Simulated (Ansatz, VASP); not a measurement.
Given: the input of a run of Ansatz 0.2.0 on Pt.

File input.yaml:

```yaml
crystal:
  lattice:
    - [0.0, 1.9609, 1.9609]
    - [1.9609, 0.0, 1.9609]
    - [1.9609, 1.9609, 0.0]
  atoms:
    - { symbol: Pt, position: [0.0, 0.0, 0.0] }
kpoints:
  mp_grid: { grid: [12, 12, 12] }
scf:
  occupations: { method: gaussian, width: 0.015 }
hamiltonian:
  xc: pbe
  pseudopotentials: { kind: all_electron, lapw: { basis_error: 0.001 } }
output:
  forces: true
  stress: true
  eigenvalues: true
```

Potentials or basis: all-electron LAPW, scalar-relativistic.

Launch:

```bash
$ ansatz run input.yaml --threads 1 --pin off --max-ram 3072MiB --backend cpu --events-out ev --progress --plain --runs-dir out
```

Problem. Set up the same calculation for VASP 6.6.1. Potentials there: VASP PAW PBE potentials, release 64 (Pt).

Solution. As run (the cutoff follows the program's own potentials):

File INCAR:

```
SYSTEM = Pt
  PREC = Accurate
  ENCUT = 520
  EDIFF = 1E-6
  ISMEAR = 0
  SIGMA = 0.015
  LREAL = .FALSE.
  LASPH = .TRUE.
  NELM = 80
  ALGO = Normal
  ISIF = 2
  LWAVE = .FALSE.
  LCHARG = .FALSE.
  GGA = PE
  NBANDS = 11
```

The input KPOINTS:

```
Automatic mesh
0
G
  12 12 12
  0 0 0
```

Contents of POSCAR:

```
Pt
1.0
    0.0000000000      1.9609000000      1.9609000000
    1.9609000000      0.0000000000      1.9609000000
    1.9609000000      1.9609000000      0.0000000000
Pt
1
Direct
    0.0000000000      0.0000000000      0.0000000000
```

Potentials or basis: VASP PAW PBE potentials, release 64 (Pt).

The run is started by

```console
$ cat potpaw_PBE.64/Pt/POTCAR > POTCAR
$ mpirun -np 1 vasp_std > vasp.out
```

Both were run:

|  | VASP | Ansatz | Ansatz less VASP |
| --- | --- | --- | --- |
| gap on the k mesh at the Fermi level (eV) | none | none | - |
| pressure (GPa) | 9.7 | 10.2 | +0.47 |

A gap of «none» marks a metal or a gap that the smearing closes. Ansatz ran all-electron here, so the differences hold the error of VASP's frozen core and of both bases.

The runs have no spin-orbit coupling, so splittings on Pt are missing.
